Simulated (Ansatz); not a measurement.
## Levels at Γ against strain in CdSe

```xyz
2
Lattice="0.0000 3.0703 3.0703 3.0703 0.0000 3.0703 3.0703 3.0703 0.0000" Properties=species:S:1:pos:R:3 pbc="T T T"
Cd    0.0000    0.0000    0.0000
Se    1.5351    1.5351    1.5351
```

Atoms are numbered in the order listed.

Structure from Materials Project entry mp-2691 (possibly hypothetical), not relaxed further.

These are results of Ansatz 0.2.0, DFT, PBE, all-electron LAPW, scalar-relativistic, not measurements.

Sampling and basis: a Γ-centred 8×8×8 k mesh, Fermi–Dirac smearing of 0.03 eV, basis error target 1 meV/atom, no spin polarisation.

The strain is applied along the Cartesian axes of the cell as listed (γ is the engineering shear, twice εxy = εyz = εzx). Fractional coordinates are held (clamped ions).

Only quantities that a quadratic follows smoothly over the whole series are listed; rougher ones are left out.

```
      γ  singlet less doublet of the top filled triplet at Γ (eV)
-0.0300                                                     0.082
-0.0200                                                     0.064
-0.0100                                                     0.037
 0.0000                                                     0.000
 0.0200                                                    -0.101
 0.0300                                                    -0.164
```

(1) Fit the series and give the slopes at zero strain.

(2) One run, at γ = 0.0100, is withheld. Predict its row.

Answers

(1) Least-squares fits y = p0 + p1 x + p2 x² to the rows give singlet less doublet of the top filled triplet at Γ (eV): p1 = -4.11, p2 = -46. These are clamped-ion slopes; letting the atoms relax inside the sheared cell changes them.

(2) The fits give -0.046; the run gave -0.046.
